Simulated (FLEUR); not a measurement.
# Mg (P6_3/mmc) in FLEUR: notebook

The runs below take Mg through band structure, equation of state, with PBEsol.

All numbers are computed with FLEUR MaX-R8.1 (later development tree); they aren't measurements. Logs are shortened: lines on timing, memory, paths and dates and some standing lists are left out, and cuts for length are marked.

## Step 1: Starting point

Symmetry: P6_3/mmc, No. 194, hexagonal system. The conventional cell has a = 3.209 Å, b = 3.209 Å, c = 5.210 Å, α = 90.00°, β = 90.00°, γ = 120.00°. Around Mg (site symmetry -6m2) lie 12 Mg at 3.20 to 3.21 Å.

## Step 2: Band structure, PBEsol

The input, inp.xml:

```xml
<?xml version="1.0" encoding="UTF-8" standalone="no"?>
<fleurInput fleurInputVersion="0.39">
   <comment>
      Mg                                                                                                  
   </comment>
   <calculationSetup>
      <cutoffs Kmax="4.1" Gmax="12.7" GmaxXC="12.7" numbands="0"/>
      <scfLoop itmax="60" minDistance="0.00001" maxIterBroyd="15" imix="Anderson" alpha="0.05" precondParam="0.0" spinf="2.0" sdNocoIR="T"/>
      <coreElectrons ctail="T" frcor="F" kcrel="0" coretail_lmax="0"/>
      <xcFunctional name="PBEs" relativisticCorrections="F"/>
      <magnetism jspins="1"/>
      <soc l_soc="F" theta="0.0" phi="0.0" spav="F"/>
      <expertModes spex="0" secvar="F"/>
      <geometryOptimization l_f="F" forcealpha="1.0" forcemix="BFGS" epsdisp="0.00001" epsforce="0.00001"/>
      <ldaU l_linMix="F" mixParam="0.05" spinf="1.0"/>
   </calculationSetup>
   <cell>
      <bzIntegration valenceElectrons="20.0" mode="hist" fermiSmearingEnergy="0.00183747">
         <kPointListSelection listName="default-1"/>
         <!-- k-points included here -->
         <xi:include xmlns:xi="http://www.w3.org/2001/XInclude" href="kpts.xml"> </xi:include>
      </bzIntegration>
      <!-- symmetry operations included here -->
      <xi:include xmlns:xi="http://www.w3.org/2001/XInclude" href="sym.xml"> </xi:include>
      <bulkLattice scale="1.0">
         <bravaisMatrix>
            <row-1>    6.0646980516787794     0.0000000000000000     0.0000000000000000</row-1>
            <row-2>   -3.0323490258393897     5.2521825791012002     0.0000000000000000</row-2>
            <row-3>    0.0000000000000000     0.0000000000000000     9.8460400270033794</row-3>
         </bravaisMatrix>
      </bulkLattice>
   </cell>
   <atomSpecies>
      <species name="Magnesium (Mg)" element="Mg" atomicNumber="12">
         <mtSphere radius="2.66" gridPoints="879" logIncrement="0.013"/>
         <atomicCutoffs lmax="11" lnonsphr="8"/>
         <electronConfig flipSpins="F">
            <coreConfig>(1s1/2)</coreConfig>
            <valenceConfig>(2s1/2) (2p1/2) (2p3/2) (3s1/2)</valenceConfig>
         </electronConfig>
         <energyParameters s="3" p="2" d="3" f="4"/>
         <lo type="SCLO" l="0" n="2" eDeriv="0"/>
         <lo type="HELO" l="1" n="3" eDeriv="0"/>
         <lo type="HELO" l="1" n="3" eDeriv="1"/>
         <lo type="SCLO" l="2" n="3" eDeriv="2"/>
         <lo type="SCLO" l="3" n="4" eDeriv="2"/>
      </species>
   </atomSpecies>
   <atomGroups>
      <atomGroup species="Magnesium (Mg)">
         <relPos label="                   1">-1.000/3.000 1.000/3.000 -1.000/4.000</relPos>
         <relPos label="                   2">1.000/3.000 -1.000/3.000 1.000/4.000</relPos>
         <force calculate="T" relaxXYZ="TTT"/>
      </atomGroup>
   </atomGroups>
   <output dos="F" band="F" slice="F">
      <checks vchk="F" cdinf="F"/>
      <bandDOS minEnergy="-.5*Htr" maxEnergy="0.5*Htr" sigma="0.015" storeEVData="T"/>
      <vacuumDOS vacdos="F" integ="F" star="F" nstars="0" locx1="0.0" locy1="0.0" locx2="0.0" locy2="0.0" nstm="0" tworkf="0.0"/>
      <unfoldingBand unfoldBand="F" supercellX="1" supercellY="1" supercellZ="1"/>
      <plotting iplot="0" polar="F">
         <plot TwoD="T" vec1="  1.0  0.0  0.0" vec2="  0.0  1.0  0.0" vec3="  0.0  0.0  1.0" zero="  0.0  0.0  0.0" file="plot"/>
      </plotting>
      <chargeDensitySlicing numkpt="0" minEigenval="0.0" maxEigenval="0.0" nnne="0" pallst="F"/>
      <specialOutput eonly="F"/>
      <moessbauerParams electricFieldGradient="T" isomerShift="T" coreHyperfine="T" valenceHyperfine="T"/>
      <magneticCircularDichroism mcd="F" energyLo="-10.0" energyUp="0.0"/>
   </output>
  <!-- We include the file relax.xml here to enable relaxations (see documentation) -->
  <xi:include xmlns:xi="http://www.w3.org/2001/XInclude" href="relax.xml"> <xi:fallback/> </xi:include>
</fleurInput>
```

The input, crystal.txt:

```
Mg
&input cartesian=F /
3.2093000000  0.0000000000  0.0000000000
-1.6046500000  2.7793353284  0.0000000000
0.0000000000  0.0000000000  5.2103000000
1.8897261246
1.0 1.0 1.0

2
12 0.6666666667  0.3333333333  0.7500000000
12 0.3333333333  0.6666666667  0.2500000000

&kpt div1=10 div2=10 div3=5 gamma=T /
```

The input, inp.xml (bands):

```
<?xml version="1.0" encoding="UTF-8" standalone="no"?>
<fleurInput fleurInputVersion="0.39">
   <comment>
      Mg                                                                                                  
   </comment>
   <calculationSetup>
      <cutoffs Kmax="4.1" Gmax="12.7" GmaxXC="12.7" numbands="0"/>
      <scfLoop itmax="60" minDistance="0.00001" maxIterBroyd="15" imix="Anderson" alpha="0.05" precondParam="0.0" spinf="2.0" sdNocoIR="T"/>
      <coreElectrons ctail="T" frcor="F" kcrel="0" coretail_lmax="0"/>
      <xcFunctional name="PBEs" relativisticCorrections="F"/>
      <magnetism jspins="1"/>
      <soc l_soc="F" theta="0.0" phi="0.0" spav="F"/>
      <expertModes spex="0" secvar="F"/>
      <geometryOptimization l_f="F" forcealpha="1.0" forcemix="BFGS" epsdisp="0.00001" epsforce="0.00001"/>
      <ldaU l_linMix="F" mixParam="0.05" spinf="1.0"/>
   </calculationSetup>
   <cell>
      <bzIntegration valenceElectrons="20.0" mode="hist" fermiSmearingEnergy="0.00183747">
         <kPointListSelection listName="path-1"/>
         <!-- k-points included here -->
         <xi:include xmlns:xi="http://www.w3.org/2001/XInclude" href="kpts.xml"> </xi:include>
      </bzIntegration>
      <!-- symmetry operations included here -->
      <xi:include xmlns:xi="http://www.w3.org/2001/XInclude" href="sym.xml"> </xi:include>
      <bulkLattice scale="1.0">
         <bravaisMatrix>
            <row-1>    6.0646980516787794     0.0000000000000000     0.0000000000000000</row-1>
            <row-2>   -3.0323490258393897     5.2521825791012002     0.0000000000000000</row-2>
            <row-3>    0.0000000000000000     0.0000000000000000     9.8460400270033794</row-3>
         </bravaisMatrix>
      </bulkLattice>
   </cell>
   <atomSpecies>
      <species name="Magnesium (Mg)" element="Mg" atomicNumber="12">
         <mtSphere radius="2.66" gridPoints="879" logIncrement="0.013"/>
         <atomicCutoffs lmax="11" lnonsphr="8"/>
         <electronConfig flipSpins="F">
            <coreConfig>(1s1/2)</coreConfig>
            <valenceConfig>(2s1/2) (2p1/2) (2p3/2) (3s1/2)</valenceConfig>
         </electronConfig>
         <energyParameters s="3" p="2" d="3" f="4"/>
         <lo type="SCLO" l="0" n="2" eDeriv="0"/>
         <lo type="HELO" l="1" n="3" eDeriv="0"/>
         <lo type="HELO" l="1" n="3" eDeriv="1"/>
         <lo type="SCLO" l="2" n="3" eDeriv="2"/>
         <lo type="SCLO" l="3" n="4" eDeriv="2"/>
      </species>
   </atomSpecies>
   <atomGroups>
      <atomGroup species="Magnesium (Mg)">
         <relPos label="                   1">-1.000/3.000 1.000/3.000 -1.000/4.000</relPos>
         <relPos label="                   2">1.000/3.000 -1.000/3.000 1.000/4.000</relPos>
         <force calculate="T" relaxXYZ="TTT"/>
      </atomGroup>
   </atomGroups>
   <output dos="F" band="T" slice="F">
      <checks vchk="F" cdinf="F"/>
      <bandDOS minEnergy="-.5*Htr" maxEnergy="0.5*Htr" sigma="0.015" storeEVData="T"/>
      <vacuumDOS vacdos="F" integ="F" star="F" nstars="0" locx1="0.0" locy1="0.0" locx2="0.0" locy2="0.0" nstm="0" tworkf="0.0"/>
      <unfoldingBand unfoldBand="F" supercellX="1" supercellY="1" supercellZ="1"/>
      <plotting iplot="0" polar="F">
         <plot TwoD="T" vec1="  1.0  0.0  0.0" vec2="  0.0  1.0  0.0" vec3="  0.0  0.0  1.0" zero="  0.0  0.0  0.0" file="plot"/>
      </plotting>
      <chargeDensitySlicing numkpt="0" minEigenval="0.0" maxEigenval="0.0" nnne="0" pallst="F"/>
      <specialOutput eonly="F"/>
      <moessbauerParams electricFieldGradient="T" isomerShift="T" coreHyperfine="T" valenceHyperfine="T"/>
      <magneticCircularDichroism mcd="F" energyLo="-10.0" energyUp="0.0"/>
   </output>
  <!-- We include the file relax.xml here to enable relaxations (see documentation) -->
  <xi:include xmlns:xi="http://www.w3.org/2001/XInclude" href="relax.xml"> <xi:fallback/> </xi:include>
</fleurInput>
```

Potentials or basis: all-electron, FLAPW.

Command:

```sh
> inpgen -f crystal.txt -profile fastHighL
> # inp.xml edited to the form shown
> fleur_MPI
> fleur_MPI   # second run, on inp.xml (bands)
```

The log of the run:

```text
Welcome to FLEUR        (www.flapw.de)
      MaX-Release 8.1          (www.max-centre.eu)

 ========== k-point set info ==========
 Selected k-point list: default-1
 k-point list type: mesh
 10 x 10 x 5
 Number of k points: 42

 ------------Calculation Setup---------------------------
 Number of MPI-tasks      :            1
 Number of PE/node        :            1
 Number of OMP-threads    :            1
 Most efficient MPI parallelization for:
           1           2           3           6           7          14          21          42
 Additional eigenvalue parallelization possible
 Number of basis functions:          446
 Approximate size of matrices (H+S) per k-point:         0.003 GB
 --------------------------------------------------------
 Iteration:     1   Distance:       2.58649313 me/bohr^3
 Iteration:     2   Distance:       2.45399922 me/bohr^3
 Iteration:     3   Distance:       0.62598812 me/bohr^3
 Iteration:     4   Distance:       0.10781014 me/bohr^3
 Iteration:     5   Distance:       0.07395743 me/bohr^3
 Iteration:     6   Distance:       0.00623227 me/bohr^3
 Iteration:     7   Distance:       0.00532099 me/bohr^3
 Iteration:     8   Distance:       0.00016686 me/bohr^3
 Iteration:     9   Distance:       0.00009543 me/bohr^3
 Iteration:    10   Distance:       0.00002380 me/bohr^3
 Iteration:    11   Distance:       0.00000104 me/bohr^3

 ********************************************************************
 Run finished successfully
 Stop message:
   all done
 ********************************************************************
```

output (bands):

```text
Welcome to FLEUR        (www.flapw.de)
      MaX-Release 8.1          (www.max-centre.eu)

 ========== k-point set info ==========
 Selected k-point list: path-1
 k-point list type: path
 Number of k points: 60

 ------------Calculation Setup---------------------------
 Number of MPI-tasks      :            1
 Number of PE/node        :            1
 Number of OMP-threads    :            1
 Most efficient MPI parallelization for:
           1           2           3           4           5           6          10          12          15          20          30          60
 Additional eigenvalue parallelization possible
 Number of basis functions:          446
 Approximate size of matrices (H+S) per k-point:         0.003 GB
 --------------------------------------------------------
 Fermi energy correction for metals:
 Fermi energy in bands.* files may not be consistent with last density.
 Please correct it manually (e.g. in band.gnu file).

 Note: Band structure data (together with different weights) is also stored in the banddos.hdf file.
       A convenient way of extracting and plotting the data from that file is by making use of the

 ********************************************************************
 Run finished successfully
 Stop message:
   Charge density postprocessing done.
 ********************************************************************
```

out.xml (last iteration):

```text
<iteration numberForCurrentRun="   11" overallNumber="   11">
         <energyParameters units="Htr">
            <atomicEP atomType="1" spin="1" branch="3s" branchLowest="-2.65" branchHighest="0.92" value="0.0551716525"/>
            <atomicEP atomType="1" spin="1" branch="2p" branchLowest="-9.99" branchHighest="-1.44" value="-1.4372254299"/>
            <atomicEP atomType="1" spin="1" branch="3d" branchLowest="-9.99" branchHighest="1.56" value="0.3522900410"/>
            <atomicEP atomType="1" spin="1" branch="4f" branchLowest="-9.99" branchHighest="2.90" value="0.5193416967"/>
            <loAtomicEP atomType="1" spin="1" branch="2s" branchLowest="-45.91" branchHighest="-2.65" value="-2.6553726371"/>
            <heloAtomicEP atomType="1" spin="1" branch="3p" branchLowest="0.81" branchHighest="0.81" value="0.8141437922"/>
            <heloAtomicEP atomType="1" spin="1" branch="3p" branchLowest="0.81" branchHighest="0.81" value="0.8141437922"/>
            <loAtomicEP atomType="1" spin="1" branch="3d" branchLowest="-9.99" branchHighest="1.56" value="0.3522901894"/>
            <loAtomicEP atomType="1" spin="1" branch="4f" branchLowest="-9.99" branchHighest="2.90" value="0.5193446843"/>
         </energyParameters>
         <eigenvalues>
            <eigenvaluesAt spin="1" ikpt="1" k_x="0.00000000" k_y="0.00000000" k_z="0.00000000">
                      -2.6554741614       -2.6553699505       -1.4413753764       -1.4404299555       -1.4404299555
                      -1.4402565839       -1.4402565839       -1.4402271763       -0.1259442248        0.0657850899
                       0.0811096563        0.5255984602        0.5255984602        0.5288845082        0.5288845082
                       0.5583632182
            </eigenvaluesAt>
            <eigenvaluesAt spin="1" ikpt="2" k_x="0.00000000" k_y="0.00000000" k_z="0.20000000">
                      -2.6554642313       -2.6553799302       -1.4412659088       -1.4404133686       -1.4404133686
                      -1.4403369616       -1.4402731152       -1.4402731152       -0.1177609208        0.0025294194
                       0.1585101668        0.4843216296        0.5320286842        0.5320286842        0.5344311014
                       0.5344311014
            </eigenvaluesAt>
            <eigenvaluesAt spin="1" ikpt="3" k_x="0.00000000" k_y="0.00000000" k_z="0.40000000">
                      -2.6554382307       -2.6554060341       -1.4409791922       -1.4406243382       -1.4403700336
                      -1.4403700336       -1.4403164554       -1.4403164554       -0.0933372558       -0.0530380079
                       0.2564386871        0.3667123154        0.5482918848        0.5482918848        0.5486135728
                       0.5486135728
            </eigenvaluesAt>
            <eigenvaluesAt spin="1" ikpt="4" k_x="0.00000000" k_y="0.10000000" k_z="0.00000000">
                      -2.6554656669       -2.6553659656       -1.4413402435       -1.4405083893       -1.4404556713
                      -1.4403381437       -1.4402709514       -1.4402425418       -0.1187559927        0.0723286021
                       0.0880880158        0.4236509549        0.4730083281        0.5028808015        0.5901987916
                       0.5908049837
            </eigenvaluesAt>
         </eigenvalues>
         <bandgap value="0.0626860599" units="eV"/>
         <sumValenceSingleParticleEnergies value="-27.8021405962" units="Htr"/>
         <FermiEnergy value="0.1277350025" units="Htr"/>
         <valenceDensity>
            <mtCharges spin="1">
               <mtCharge atomType="1" total="8.9587084" s="2.5066648" p="6.3963001" d="0.0528581" f="0.0027210"/>
            </mtCharges>
            <spinDependentCharge spin="1" total="20.0000000" interstitial="2.0825833" mtSpheres="17.9174167"/>
            <totalCharge value="20.0000000000"/>
         </valenceDensity>
         <coreStates atomType="     1" atomicNumber=" 12" spin="1" kinEnergy="    134.6356246105" eigValSum="    -91.8110826837" lostElectrons=" 0.000000">
            <state n="1" l="0" j="0.5" energy="-45.9055413418" weight="1.0000000000"/>
         </coreStates>
         <allElectronCharges>
            <spinDependentCharge spin="1" total="24.0000000" interstitial="2.0825833" mtSpheres="21.9174167"/>
            <totalCharge value="24.0000000002"/>
         </allElectronCharges>
         <moessbauerParams unitsHFF="kG" unitsIS="e/bohr^3" unitsEFG="Htr/bohr^2">
            <coreIsomerShift atomType="1" isTotal="1084.31947">
               <shell n="1" l="0" isomerShift="1084.31947"/>
            </coreIsomerShift>
            <isomerShift atomType="1" nucleusRadius="0.0000684" averageDensity="1155.89241"/>
            <electricFieldGradient atomType="1" VXX="0.00466" VYY="0.00466" VZZ="-0.00933" asymParam="0.00000">
            </electricFieldGradient>
         </moessbauerParams>
         <totalEnergy                                    value="     -399.8059279999" units="Htr">
            <sumOfEigenvalues                            value="     -211.4243059635">
               <coreElectrons value="-183.6221653673"/>
               <valenceElectrons value="-27.8021405962"/>
            </sumOfEigenvalues>
            <densityCoulombPotentialIntegral value="-569.8970568025"/>
            <densityEffectivePotentialIntegral value="-611.5900257264"/>
            <chargeDenXCDenIntegral value="-31.9905482656"/>
            <FockExchangeEnergyValence value="0.0000000000"/>
            <FockExchangeEnergyCore value="0.0000000000"/>
            <atomTypeDependentContributions atomType="1">
               <electronNucleiInteractionDifferentMTs value="476.7163127925"/>
               <MadelungTerm value="-6.3162583034"/>
            </atomTypeDependentContributions>
            <tkbTimesEntropy value="0.0004362752"/>
            <freeEnergy value="-399.8063642751"/>
            <extrapolationTo0K value="-399.8061461375"/>
         </totalEnergy>
         <densityConvergence units="me/bohr^3">
            <chargeDensity spin="1" distance="0.0000010422"/>
         </densityConvergence>
      </iteration>
```

It took 26 s on 1 thread of Arm Neoverse V2, shared host; peak memory 0.07 GiB.

Results:

* Free energy: -10879.2854 eV
* Band gap along the path: none (metal or under the smearing width)
* Valence electrons inside the program's atomic spheres: Mg 8.96 (radii Mg 2.66 bohr)

Levels at the corners of the path, in eV from the Fermi level:
```csv
point,band 8,band 9,band 10,band 11,band 12,band 13
Γ,-42.67,-6.90,-1.69,-1.27,10.83,10.83
M,-42.67,-2.15,-2.14,2.61,2.98,3.21
K,-42.68,-0.63,-0.61,-0.61,4.07,4.07
Γ,-42.67,-6.90,-1.69,-1.27,10.83,10.83
A,-42.67,-5.52,-5.52,4.96,4.96,11.57
L,-42.68,-1.11,-1.11,-0.48,-0.48,7.94
H,-42.67,0.18,0.18,0.65,0.65,1.49
A,-42.67,-5.52,-5.52,4.96,4.96,11.57
L,-42.68,-1.11,-1.11,-0.48,-0.48,7.94
M,-42.67,-2.15,-2.14,2.61,2.98,3.21
K,-42.68,-0.63,-0.61,-0.61,4.07,4.07
H,-42.67,0.18,0.18,0.65,0.65,1.49
```

Core levels (eV from the Fermi level):
```
atom         levels
1 Mg  1s1/2 -1252.6
2 Mg  1s1/2 -1252.6
```

## Step 3: Equation of state, PBEsol, 21.84 Å³/atom (volume scaled by 0.94)

Edit inp.xml of step 2 so:

```diff
@@ -24,3 +24,3 @@
       <xi:include xmlns:xi="http://www.w3.org/2001/XInclude" href="sym.xml"> </xi:include>
-      <bulkLattice scale="1.0">
+      <bulkLattice scale="0.9795861087">
          <bravaisMatrix>
```

Potentials or basis: all-electron, FLAPW.

Command:

```sh
> inpgen -f crystal.txt -profile fastHighL
> # inp.xml edited to the form shown
> fleur_MPI
```

It took 21 s on 1 thread of Arm Neoverse V2, shared host; peak memory 0.08 GiB.

Results (log left out):

```yaml
Free_energy: -10879.2848 eV
Band_gap_on_the_k_mesh: none (metal or under the smearing width)
Valence_electrons_inside_the_program's_atomic_spheres: Mg 9.01 (radii Mg 2.66 bohr)
```

(Part 1 of 2 ends here.)
